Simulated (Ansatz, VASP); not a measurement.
One calculation of Zn, two programs

```
Zn
1.0
    -1.54783    1.54783    1.54783
     1.54783   -1.54783    1.54783
     1.54783    1.54783   -1.54783
Zn
1
Direct
  0.00000 0.00000 0.00000
```

This isn't the form of Zn at room conditions, which is hcp.

Alike in both runs: task single point; functional r2SCAN; k mesh 12 × 12 × 12; occupations fermi-dirac, width 0.05 eV; no spin polarisation.

|  | VASP | Ansatz |
| --- | --- | --- |
| version | VASP 6.6.1 | Ansatz 0.2.0 |
| potentials or method | VASP PAW PBE potentials, release 64 (Zn) | Ansatz PAW |
| plane-wave cutoff (eV) | 520 | 500 |
| valence electrons in the cell | 12 | 12 |

Ansatz gave:

| Item | Value |
| --- | --- |
| gap on the k mesh at the Fermi level (eV) | none |
| pressure (GPa) | -2.5 |

**Question.** Which values does VASP return?

**Answer.** gap on the k mesh at the Fermi level (eV): none; pressure (GPa): -2.0.

A gap of «none» marks a metal or a gap that the smearing closes.

Caveats: the PAW data sets were made with another functional, which shifts forces and pressure a little (VASP); the PAW data sets come from PBE, with cores solved anew for the run's functional, which leaves a small shift of forces and pressure (Ansatz).
